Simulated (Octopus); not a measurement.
**CsPbCl3 in Octopus: the effect of functional**

Crystal: CsPbCl3.

```
Pb Cs Cl
1.0
     5.60500    0.00000    0.00000
     0.00000    5.60500    0.00000
     0.00000    0.00000    5.60500
Pb Cs Cl
1 1 3
Direct
  0.50000 0.50000 0.50000
  0.00000 0.00000 0.00000
  0.50000 0.00000 0.50000
  0.00000 0.50000 0.50000
  0.50000 0.50000 0.00000
```

Alike in all runs:

```yaml
Program: Octopus 16.4
Task: single point
Potentials_or_basis: sg15 (PBE)
Grid_spacing: 0.165 Å
k_mesh: 2 × 2 × 2
Occupations: fermi-dirac, width 0.05 eV
Spin: no spin polarisation
```

```tsv
functional	gap on the mesh (eV)
LDA	1.53
r2SCAN	2.41
SCAN	2.19
TPSS	2.05
TASK	3.48
TB-mBJ	?
```

Q: What does the run with functional TB-mBJ give?

A: gap on the mesh 2.67 eV.

Caveats: all runs use coarse meshes; spin-orbit coupling is left out, which as a rule narrows the gap of such compounds by several tenths of an eV; a model potential gives levels but no total energy or forces (some runs).

A k mesh can miss the band edges.

Runs at the PBE level aren't shown here.
